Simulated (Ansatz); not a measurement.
Crystal: V.

```
V
1.0
    -1.51435    1.51435    1.51435
     1.51435   -1.51435    1.51435
     1.51435    1.51435   -1.51435
V
1
Cartesian
  0.0000 0.0000 0.0000
```

Base run:

- Program: Ansatz 0.2.0
- Functional: PBE
- Potentials or basis: all-electron LAPW, scalar-relativistic
- Cutoff: 258 eV
- Density cutoff: 1030 eV
- Basis error allowed: 0.001 eV/atom
- k mesh: 12 × 12 × 12
- Occupations: fermi-dirac, width 0.05 eV
- Spin: collinear spin, ferromagnetic start
- Starting moments: [2.0] μB

Its results: pressure -5.4 GPa; net moment 0.00 μB per cell.

Question: The run is repeated on the same cell with these changes: functional from PBE to LDA. What comes out?

Answer: Pressure -17.8 GPa; net moment 0.00 μB per cell.

LDA binds more tightly than PBE, so the same cell stands under less pressure.

Not every run made on this cell is shown here.
